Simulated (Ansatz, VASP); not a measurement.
**Two plane-wave programs on InSb**

```xyz
2
Lattice="0.0000 3.4576 3.4576 3.4576 0.0000 3.4576 3.4576 3.4576 0.0000" Properties=species:S:1:pos:R:3 pbc="T T T"
In    0.0000    0.0000    0.0000
Sb    1.7288    1.7288    1.7288
```

Change from the starting cell: hydrostatic strain +5.4%.

Alike in both runs: task single point; functional PBE; k mesh 6 × 6 × 6; occupations fermi-dirac, width 0.02 eV; no spin polarisation.

|  | VASP | Ansatz |
| --- | --- | --- |
| version | VASP 6.6.1 | Ansatz 0.2.0 |
| potentials or method | VASP PAW PBE potentials, release 64 (In_d, Sb) | plane waves, PAW |
| plane-wave cutoff (eV) | 520 | 420 |
| valence electrons in the cell | 18 | 28 |

|  | VASP | Ansatz | Ansatz less VASP |
| --- | --- | --- | --- |
| pressure (GPa) | -3.3 | -3.3 | +0.02 |

The two sets of potentials don't hold the same shells in valence.

The runs have no spin-orbit coupling, so splittings on Sb are missing.
